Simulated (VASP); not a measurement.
## Shielding tensors and field gradients of SrCl2

What are the shielding tensors of SrCl2? The cell is of the fluorite type, one of the forms listed for this formula, which need not be the common one. The start is a cell from a database of measured crystal structures.

Calculated with VASP 6.6.1; PBE; plane waves and PAW (Sr_sv, Cl), in the first sound run; inputs show where later runs differ.

Most raw output is cut from this account.

### 1. The starting structure

It takes space group Fm-3m (No. 225, cubic). Conventional cell: a = 6.977 Å, b = 6.977 Å, c = 6.977 Å, α = 90.00°, β = 90.00°, γ = 90.00°. Nearest to Sr lie 8 Cl at 3.02 Å. Nearest to Cl lie 4 Sr at 3.02 Å. Farther neighbours and most contacts between anions are not listed.

### 2. Ground state

A ground-state run shows first whether the cell has a gap, which the next steps need; its size sets how fine their mesh has to be.

File INCAR:

```
SYSTEM = SrCl2
PREC = Accurate
ENCUT = 400
EDIFF = 1E-07
NELM = 100
ISMEAR = 0
SIGMA = 0.01
LREAL = .FALSE.
ALGO = Normal
GGA = PE
NBANDS = 18
LORBIT = 11
LWAVE = .FALSE.
LCHARG = .FALSE.
KPAR = 4
```

File POSCAR:

```
SrCl2
1.0
    0.0000000000      3.4883500000      3.4883500000
    3.4883500000      0.0000000000      3.4883500000
    3.4883500000      3.4883500000      0.0000000000
Sr Cl
1 2
Direct
    0.0000000000      0.0000000000      0.0000000000
    0.7500000000      0.7500000000      0.7500000000
    0.2500000000      0.2500000000      0.2500000000
```

File KPOINTS:

```
Automatic mesh
0
Gamma
5 5 5
0 0 0
```

PAW data sets: Sr_sv and Cl (PBE family, release 64).

Run with:

```bash
$ mpirun -np 4 vasp_std
```

Wall time 5 s (4 MPI ranks of AMD EPYC 9R14 (Zen 4), shared host); peak memory 0.6 GiB.

The gap is read on the k-mesh alone, so it is an upper bound where the band edges lie off the mesh.

This step gave:

```
free energy (TOTEN)            : -12.78 eV
Fermi energy                   : 0.1628 eV
pressure                       : 1.056 GPa
gap on the k-mesh              : 5.405 eV
least direct gap on the k-mesh : 5.672 eV
```

The cell has a gap of 5.41 eV on this mesh. Spin-orbit coupling is left out, which can shift or reorder these edges.

### 3. Shielding tensors

This step: chemical shifts by linear response (GIPAW), PBE; plane waves and PAW (Sr_sv, Cl) (VASP 6.6.1).

LCHIMAG computes the induced currents by linear response. It needs tightly converged orbitals and a cutoff well above the default; LEFG adds the field gradients at no cost.

File INCAR:

```
SYSTEM = SrCl2
PREC = Accurate
ENCUT = 370
EDIFF = 1E-09
NELM = 100
ISMEAR = 0
SIGMA = 0.01
LREAL = .FALSE.
ALGO = Normal
GGA = PE
NBANDS = 18
LWAVE = .FALSE.
LCHARG = .FALSE.
KPAR = 4
LCHIMAG = .TRUE.
LEFG = .TRUE.
DQ = 0.001
ICHIBARE = 1
LNMR_SYM_RED = .TRUE.
```

POSCAR is that of step 2.

File KPOINTS:

```
Automatic mesh
0
Gamma
6 6 6
0 0 0
```

Run with:

```bash
$ mpirun -np 4 vasp_std
```

The job ended after 1.7 min (4 MPI ranks; peak memory 0.91 GiB; 6.6 min of CPU time).

This step gave:

```
Fermi energy                   : 0.2335 eV
pressure                       : 1.100 GPa
gap on the k-mesh              : 5.334 eV
least direct gap on the k-mesh : 5.504 eV
```

Valence and core; the G = 0 term is that of a spherical sample. NMR shielding, by row:

```csv
atom,isotropic shielding (ppm),span (ppm),skew,isotropic shielding without the G = 0 term (ppm)
Sr1,2946,0,-,2935
Cl2,752.9,0,-,742
Cl3,752.9,0,-,742
```

Ordered as |Vzz| ≥ |Vxx| ≥ |Vyy|, the program's way. Electric field gradients, by row:

```csv
atom,Vxx (V/Å²),Vyy (V/Å²),Vzz (V/Å²),asymmetry
Sr1,0,0,0,-
Cl2,0,0,-0.001,-
Cl3,0,0,-0.001,-
```

### 4. Another functional

This step: chemical shifts by linear response (GIPAW), PBEsol; plane waves and PAW (Sr_sv, Cl) (VASP 6.6.1).

The functional is changed, to see how much the shieldings depend on it.

Edit INCAR of step 3 so:

```diff
@@ -9,3 +9,3 @@
 ALGO = Normal
-GGA = PE
+GGA = PS
 NBANDS = 18
```

POSCAR is that of step 3.

KPOINTS is that of step 3.

Run with:

```bash
$ mpirun -np 4 vasp_std
```

The job ended after 1.8 min (4 MPI ranks; peak memory 0.92 GiB).

The PAW data sets were made with PBE, which is usual practice but a small mismatch for other functionals.

Numbers from this step:

```yaml
free_energy_toten: -13.34 eV
fermi_energy: 0.1858 eV
pressure: -0.9047 GPa
gap_on_the_k_mesh: 5.131 eV
least_direct_gap_on_the_k_mesh: 5.359 eV
```

Valence and core; the G = 0 term is that of a spherical sample. NMR shielding, by row:

```csv
atom,isotropic shielding (ppm),span (ppm),skew,isotropic shielding without the G = 0 term (ppm)
Sr1,2921,0,-,2910
Cl2,733.3,0,-,722.5
Cl3,733.3,0,-,722.5
```

Ordered as |Vzz| ≥ |Vxx| ≥ |Vyy|, the program's way. Electric field gradients, by row:

```csv
atom,Vxx (V/Å²),Vyy (V/Å²),Vzz (V/Å²),asymmetry
Sr1,0,0,0,-
Cl2,0,0,-0.001,-
Cl3,0,0,-0.001,-
```

Against the first shielding run the largest change is -24.7 ppm, on Sr1.

### 5. Summary

This step: chemical shifts by linear response (GIPAW), PBE, PBEsol; plane waves and PAW (VASP 6.6.1).

No new run; the numbers come from the runs before.

Isotropic shieldings. Cost is wall time times ranks on a shared host. Shieldings by setting:

```csv
run,ENCUT (eV),k mesh,"Sr1, Wyckoff letter a (ppm)","Cl2, Wyckoff letter c (ppm)",cost (core minutes)
first shielding run,370,6x6x6,2946,752.9,6.87
another functional,370,6x6x6,2921,733.3,7.13
```

### 6. Summary of results

| Property | Result |
| --- | --- |
| Sr, isotropic shielding | 2945.6 ppm |
| Cl, isotropic shielding | 752.9 ppm |

**Reading.** At PBE, in the first shielding run, the isotropic shieldings are Sr 2945.6 ppm; Cl 752.9 ppm. In the first shielding run all tensors are isotropic to 0.5 ppm, as the cubic site symmetry asks. In the undistorted cell the field gradients vanish by symmetry; what its table shows is numerical noise. Against the first shielding run, the one with another functional moves the shieldings by at most 25 ppm. Shifts were not obtained, since a shift is the shielding of a reference compound, computed alike, less these values. The G = 0 term is the part set by the sample's shape, taken here for a sphere. Spin-orbit effects on the shifts of and near heavy atoms are left out. No finer mesh was run, so convergence in it isn't shown. VASP's guide advises LASPH and NLSPLINE for shieldings, which this input doesn't set; the effect wasn't tested. Where the functional isn't the one that the data sets were made with, the shieldings hold that mismatch too. The cell is of the fluorite type, one of the forms listed for this formula, which need not be the common one.

[Lines on the potential files, build, host, timing and source positions are cut from VASP's logs without a mark.]

[Logs are printed without paths, hosts, clocks, repeated set-up lines and the standing remarks that a program may print on its own settings, such as how far it seeks lower states.]

[Hosts, paths, dates, database ids (printed as entryN), source tags and the programs' standing remarks are cut or masked in the printed files.]
